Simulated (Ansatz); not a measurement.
Cs2AgBiBr6:

```xyz
10
Lattice="0.0000 5.6161 5.6161 5.6161 0.0000 5.6161 5.6161 5.6161 0.0000" Properties=species:S:1:pos:R:3 pbc="T T T"
Bi    0.0000    0.0000    0.0000
Cs    8.4242    8.4242    8.4242
Cs    2.8081    2.8081    2.8081
Ag    5.6161    5.6161    5.6161
Br    5.6161    5.6161    8.4180
Br    5.6161    5.6161    2.8142
Br    2.8142    5.6161    5.6161
Br    5.6161    8.4180    5.6161
Br    8.4180    5.6161    5.6161
Br    5.6161    2.8142    5.6161
```

Base run:

| Item | Value |
| --- | --- |
| Program | Ansatz 0.2.0 |
| Functional | PBEsol |
| Potentials or basis | Ansatz PAW |
| Cutoff | 420 eV (not typed: the program's choice for these potentials) |
| k mesh | 4 × 4 × 4 |
| Occupations | fermi-dirac, width 0.05 eV |
| Spin | no spin polarisation |

Its results: band gap on the k mesh 1.17 eV, indirect (least direct gap 2.39 eV); pressure 0.0 GPa; largest force 0.302 eV/Å.

Q: The run is repeated on the same cell with these changes: functional from PBEsol to PBE. What comes out?

A: Band gap on the k mesh 1.26 eV, indirect (least direct gap 2.47 eV); pressure 1.9 GPa; largest force 0.290 eV/Å.

PBE binds less tightly than PBEsol, so the same cell stands under more pressure.

Caveats: spin-orbit coupling is left out, which as a rule narrows the gap of such compounds by several tenths of an eV; the density of states is complete only up to the lowest level of the last band computed; the PAW data sets come from PBE, with cores solved anew for the run's functional, which leaves a small shift of forces and pressure (some runs).

A k mesh can miss the band edges.
